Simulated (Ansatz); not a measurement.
# Levels of theory for SnO (h-MgO type)

All numbers come from Ansatz. Simulation only: non-magnetic, and no claim that this is the phase found in nature.

SnO (h-MgO type), relaxed with r2SCAN. Sn has 5 O at 2.38–2.59 Å; O has 5 Sn at 2.38–2.59 Å.

Space group P6_3/mmc (No. 194). a = 4.125 Å, b = 4.125 Å, c = 5.185 Å, α = 90.00°, β = 90.00°, γ = 120.00°

| atom | site | symmetry | x | y | z |
| --- | --- | --- | --- | --- | --- |
| Sn | 2c | -6m2 | 0.3333 | 0.6667 | 0.2500 |
| O | 2d | -6m2 | 0.6667 | 0.3333 | 0.2500 |

Relaxed lattice by functional, symmetry kept:

| functional | k mesh | a (Å) | c (Å) | volume (Å³/atom) |
| --- | --- | --- | --- | --- |
| PBE | 12×12×6 | 4.175 | 5.231 | 19.74 |
| r2SCAN | 6×6×4 | 4.125 | 5.185 | 19.11 |
| PBEsol | 6×6×4 | 4.115 | 5.124 | 18.78 |
| LDA | 6×6×4 | 4.079 | 5.061 | 18.23 |

Band edges at fixed r2SCAN geometry:

| level | k mesh | gap (eV) | kind | edges | least direct gap (eV) | rough cost |
| --- | --- | --- | --- | --- | --- | --- |
| LDA | 12×12×6 | 0.42 | direct | H | 0.42 | 11 core-seconds |
| PBE | 12×12×6 | 0.41 | direct | H | 0.41 | 13 core-seconds |
| PBE+SOC | 12×12×6 | 0.31 | direct | H | 0.31 | 60 core-seconds |
| r2SCAN | 12×12×6 | 0.58 | direct | H | 0.58 | 21 core-seconds |
| HSE06 | 6×6×4 | 0.83 | direct | H | 0.83 | 4 core-minutes |
| PBE0 | 6×6×4 | 1.39 | direct | H | 1.39 | 5 core-minutes |

PBE, PBE+SOC: smearing of 0.02 eV; the others have fixed occupations.
Wave cutoffs: 420 eV, 500 eV (r2SCAN).
Costs come from shared machines and give only the order; PBE's includes the band path.

HSE06 gives a direct gap of 0.83 eV at H. Spin-orbit coupling changes the PBE gap by -0.11 eV, to 0.31 eV.

r2SCAN covers 39 % of the step from PBE to HSE06, while HSE06 needs about 13 times r2SCAN's cost (on a coarser mesh). Spin-orbit coupling moves the least or the direct gap by up to 0.11 eV, so it has to be included where a tenth of an eV counts. Among these functionals the gap stays direct.

On the PBEsol cell (a = 4.115 Å, c = 5.124 Å), with PBEsol: 2 optical levels at Γ are imaginary (339i, 187i cm⁻¹, printed negative): the cell isn't a minimum and would distort. The program warns that the force constants, and all that is formed from them, aren't settled on this k mesh. The clamped-ion dielectric constant comes out as 17.60 along x and y, 31.81 along z. Born charges, averaged over directions: Sn +2.87, O -2.87 e.

Only the levels marked +SOC include spin-orbit coupling.

The meshes of the hybrids are coarse, so their gaps aren't converged to the digits shown.
